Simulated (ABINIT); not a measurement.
Set up this calculation in ABINIT 10.8.3 (patched build), as the native input.

| Item | Value |
| --- | --- |
| Task | single point |
| Functional | B3LYP |
| Potentials or basis | SPMS NC PBE v1.0 |
| Cutoff | 381 eV |
| k mesh | 8 × 8 × 8 |
| Occupations | fermi-dirac, width 0.05 eV |
| Spin | no spin polarisation |
| Most SCF steps | 60 |
| Thinning of the exchange mesh (fockdownsampling) | 2 × 2 × 2 |

Ba:

```
Ba
1.0
    -2.50650    2.50650    2.50650
     2.50650   -2.50650    2.50650
     2.50650    2.50650   -2.50650
Ba
1
Cartesian
  0.0000 0.0000 0.0000
```

The input as run:

run.abi

```
# Pseudopotentials
pp_dirpath "./"
pseudos "56_Ba_10_2.8_2.8_pbe_n_v1.0.psp8"

# Structure
acell 3*1.0
rprim
    -4.7365985314     4.7365985314     4.7365985314
     4.7365985314    -4.7365985314     4.7365985314
     4.7365985314     4.7365985314    -4.7365985314
ntypat 1
znucl 56
natom 1
typat 1
xred
     0.0000000000     0.0000000000     0.0000000000

# Plane-wave basis
ecut 14.0

# k points
kptopt 1
ngkpt 8 8 8
nshiftk 1
shiftk 0.0 0.0 0.0

# Exchange and correlation
ixc -402
fockdownsampling 2 2 2

# Bands and occupations
nband 9
occopt 3
tsmear 0.05 eV

# SCF cycle
nstep 60
toldfe 1.0e-7

# Output
iomode 3
prtwf 0
prtden 0
prteig 0
prtebands 0
enunit 2
```

Potentials or basis: SPMS NC PBE v1.0.

Run with:

```console
$ mpirun --bind-to none -np 4 abinit run.abi > log 2>&1
```

It gave:

```json
{
  "Band gap on the k mesh": "none (metal or under the smearing width)",
  "Valence electrons inside the program's atomic spheres": "Ba 5.24 (radii [1.0584] Å)"
}
```

Run time: 10 min on 4 MPI ranks on Arm Neoverse V2, with other jobs on the host, peak memory 0.28 GiB a rank.
